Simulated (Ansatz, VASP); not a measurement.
TiB2: VASP beside Ansatz

```
Ti B
1.0
     3.02593    0.00000    0.00000
    -1.51296    2.62053    0.00000
     0.00000    0.00000    3.22877
Ti B
1 2
Cartesian
  0.0000 0.0000 0.0000
  0.0000 1.7470 1.6144
  1.5130 0.8735 1.6144
```

Alike in both runs: task relaxation of cell and atoms; functional PBE; k mesh 18 × 18 × 14; occupations gaussian, width 0.1 eV; no spin polarisation.

|  | VASP | Ansatz |
| --- | --- | --- |
| version | VASP 6.6.1 | Ansatz 0.2.0 |
| potentials or method | VASP PAW PBE potentials, release 64 (Ti_sv, B) | scalar-relativistic, plane waves, PAW |
| plane-wave cutoff (eV) | 600 | 420 |
| valence electrons in the cell | 18 | 18 |

|  | VASP | Ansatz | Ansatz less VASP |
| --- | --- | --- | --- |
| gap on the k mesh at the Fermi level, each at its own relaxed structure (eV) | none | none | - |
| relaxed volume (Å³/atom) | 8.56 | 8.56 | -0.005 |
| relaxed cell length with the largest relative difference (Å) | 3.225 | 3.224 | -0.0010 |

A gap of «none» marks a metal or a gap that the smearing closes. Ansatz warned: «structure_snapped_to_symmetry».
